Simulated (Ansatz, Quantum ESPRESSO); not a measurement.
This is a calculation of Te (Tellurium) for Quantum ESPRESSO 7.5. 

pw.in

```
&CONTROL
  calculation = 'scf'
  prefix = 'pwscf'
  outdir = './tmp'
  pseudo_dir = './pseudo'
  tprnfor = .true.
  tstress = .true.
  disk_io = 'low'
/
&SYSTEM
  ibrav = 0
  celldm(1) = 8
  nat = 3
  ntyp = 1
  ecutwfc = 45
  ecutrho = 360
  nbnd = 15
  occupations = 'smearing'
  smearing = 'fd'
  degauss = 0.00367493
/
&ELECTRONS
  conv_thr = 6d-10
  electron_maxstep = 120
  mixing_beta = 0.5
/
ATOMIC_SPECIES
Te   127.6000 te_pbesol_v1.uspp.F.UPF
CELL_PARAMETERS alat
  1.0521050198854   0.0000000000000   0.0000000000000
 -0.5260525099427   0.9111496746803   0.0000000000000
  0.0000000000000   0.0000000000000   1.3993421952854
ATOMIC_POSITIONS crystal
Te     0.7310000000    0.7310000000    0.0000000000
Te     0.0000000000    0.2690000000    0.6666666667
Te     0.2690000000    0.0000000000    0.3333333333
K_POINTS automatic
7 7 5 0 0 0
```

File pp_density.in:

```
&INPUTPP
  prefix = 'pwscf'
  outdir = './tmp'
  filplot = 'density.dat'
  plot_num = 0
/
&PLOT
  nfile = 1
  filepp(1) = 'density.dat'
  iflag = 3
  output_format = 6
  fileout = 'density.cube'
/
```

Contents of pp_potential.in:

```
&INPUTPP
  prefix = 'pwscf'
  outdir = './tmp'
  filplot = 'potential.dat'
  plot_num = 11
/
&PLOT
  nfile = 1
  filepp(1) = 'potential.dat'
  iflag = 3
  output_format = 6
  fileout = 'potential.cube'
/
```

Potentials or basis: GBRV 1.5 PBEsol.

The run is started by

```bash
$ OMP_NUM_THREADS=1 mpirun -n 2 pw.x -nk 2 -in pw.in > pw.out
$ OMP_NUM_THREADS=1 mpirun -n 1 pp.x -in pp_density.in > pp_density.out
$ OMP_NUM_THREADS=1 mpirun -n 1 pp.x -in pp_potential.in > pp_potential.out
```

Task: What does the same run look like in Ansatz 0.2.0? Potentials or basis there: Ansatz PAW, cutoff 420 eV.

Result: As run (cutoffs and basis follow the program's own potentials, and thresholds, step limits or extra output files can differ):

The input input.yaml:

```yaml
crystal:
  lattice:
    - [4.454, 0.0, 0.0]
    - [-2.227, 3.8572771485, 0.0]
    - [0.0, 0.0, 5.924]
  atoms:
    - { symbol: Te, position: [0.731, 0.731, 0.0] }
    - { symbol: Te, position: [0.0, 0.269, 0.6666666667] }
    - { symbol: Te, position: [0.269, 0.0, 0.3333333333] }
hamiltonian:
  xc: pbesol
  pseudopotentials: { kind: paw }
kpoints:
  mp_grid: { grid: [7, 7, 5] }
scf:
  occupations: { method: fermi_dirac, width: 0.05 }
output:
  forces: true
  stress: true
  eigenvalues: true
  write_density: true
  write_potential: true
  elf: true
  volumetric_format: npy
```

Potentials or basis: Ansatz PAW.

Run with:

```bash
$ ansatz run input.yaml --threads 1 --pin off --max-ram 3584MiB --backend cpu --events-out ev --progress --plain --runs-dir out
```

Both were run:

|  | Quantum ESPRESSO | Ansatz |
| --- | --- | --- |
| Pressure | -1.0 GPa | -1.0 GPa |

Ansatz's pressure holds a Pulay term of +0.03 GPa for its cutoff of 420 eV, which the other run lacks.

The potentials hold 18 and 48 valence electrons a cell.

Ansatz's potentials were made for PBE.

Where Ansatz's input types no cutoff or centring, it takes its own default and a Γ-centred mesh.

Pressure is positive in compression.
